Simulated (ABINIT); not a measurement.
Runs of ABINIT 10.8.3 (patched build) on Ge. Symmetry: Cmcm, No. 63, orthorhombic system. The conventional cell has a = 2.976 Å, b = 5.189 Å, c = 4.728 Å, α = 90.00°, β = 90.00°, γ = 90.00°. Around Ge (site symmetry m2m) lie 12 Ge at 2.92 to 2.99 Å. This isn't the form of Ge at room conditions, which is diamond.

```csv
level,dispersion computed by,gap on the mesh (eV),pressure (GPa),relaxed volume (Å³/atom)
PBE,-,none,-0.1,19.22
PBE+D3,simple-dftd3 1.7.0,none,-0.1,(a)
PBE+D3(BJ),simple-dftd3 1.7.0,none,0.1,18.35
PBE+D4,dftd4 4.3.1,none,0.1,18.35
```

Alike in all rows: task relaxation of cell and atoms; potentials or basis JTH PAW PBE v2.0; no spin polarisation; cell relaxed; k mesh 6 × 6 × 4; cutoff (eV) 599; smearing fermi-dirac 0.05 eV; the mesh is coarse, so values aren't converged.

**Question.** Estimate the missing entries.

**Answer.** (a) 18.71.

Caveats: all runs use coarse meshes; pairwise dispersion overbinds metals, which lowers pressure and volume (some runs).

A k mesh can miss the band edges, and the runs leave out spin-orbit coupling on Ge.

A gap of «none» marks a metal or a gap under the smearing width.
